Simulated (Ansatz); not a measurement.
Al$_{2}$Pt, DFT, LDA, PAW with Ansatz's default frozen-core files, scalar-relativistic (Ansatz 0.2.0), run on 1 thread of Arm Neoverse V1 on a shared host.

The cell comes from COD entry 9009032, which wasn't checked; take it as a given geometry. The listed cell was then made from it by scaling, straining or moving an atom.

Command: `ansatz run input.yaml --threads 1 --pin off --max-ram 4096MiB --backend cpu --events-out ev --progress --plain --runs-dir out`

```yaml
crystal:
  lattice:
    - [0.0, 2.9648173479, 2.9648173479]
    - [2.9648173479, 0.0, 2.9648173479]
    - [2.9648173479, 2.9648173479, 0.0]
  atoms:
    - { symbol: Al, position: [0.25, 0.25, 0.25] }
    - { symbol: Al, position: [0.75, 0.75, 0.75] }
    - { symbol: Pt, position: [0.0, 0.0, 0.0] }
kpoints:
  mp_grid: { grid: [12, 12, 12] }
scf:
  occupations: { method: fermi_dirac, width: 0.08 }
hamiltonian:
  xc: lda
  pseudopotentials: { kind: paw }
output:
  forces: true
  stress: true
  eigenvalues: true
  efg: { contact_densities: true }
```

How large is the problem that the program sets up?

72 irreducible k-points, 965 plane waves at Γ, 16 bands.

About how long does it take, and how much memory does it use?

5.1 s of wall time for 7 SCF iterations, with a peak of 0.38 GiB. Times on shared machines scatter by tens of per cent.

And the same cell and mesh by crystal-made all-electron datasets, asked for forces, stress, eigenvalues, efg, on the same hardware?

13 s, peak memory 0.5 GiB.
